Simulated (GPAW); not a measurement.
The system is HfN.

```
CELL_PARAMETERS angstrom
0.00000 2.25600 2.25600
2.25600 0.00000 2.25600
2.25600 2.25600 0.00000
ATOMIC_POSITIONS crystal
Hf 0.00000 0.00000 0.00000
N 0.50000 0.50000 0.50000
```

```yaml
Program: GPAW 26.7.0
Task: relaxation of cell and atoms
Functional: PBEsol
Dispersion: D3(BJ)
Potentials_or_basis: PAW data sets generated in the run's folder for this functional
Cutoff: 800 eV
Basis: pw
k_mesh: 10 × 10 × 10
Occupations: fermi-dirac, width 0.05 eV
Spin: no spin polarisation
```

At the start: pressure -7.1 GPa; volume 11.48 Å³/atom.

Task: How do energy, volume and symmetry change on relaxing?

Result: Over 3 steps the energy falls by 5.2 meV/atom and the volume is 11.20 Å³/atom (-2.5 %); space group Fm-3m (No. 225, to 0.05 Å).

Step by step:
```csv
step,energy change (eV),largest force (eV/Å),pressure (GPa),volume (Å³)
1,0.0000,0.0000,-7.08,22.96
2,-0.0077,0.0000,-4.03,22.72
3,-0.0104,0.0000,0.12,22.40
```

Final structure:
```cif
data_structure
_symmetry_space_group_name_H-M 'P 1'
_symmetry_Int_Tables_number 1
_cell_length_a 3.1641
_cell_length_b 3.1641
_cell_length_c 3.1641
_cell_angle_alpha 60.000
_cell_angle_beta 60.000
_cell_angle_gamma 60.000
_cell_volume 22.40
loop_
_atom_site_label
_atom_site_type_symbol
_atom_site_fract_x
_atom_site_fract_y
_atom_site_fract_z
_atom_site_occupancy
Hf1 Hf 0.00000 0.00000 0.00000 1
N1 N 0.50000 0.50000 0.50000 1
```

Caveat: later steps reuse the first step's grids; pairwise dispersion overbinds metals, which lowers pressure and volume.
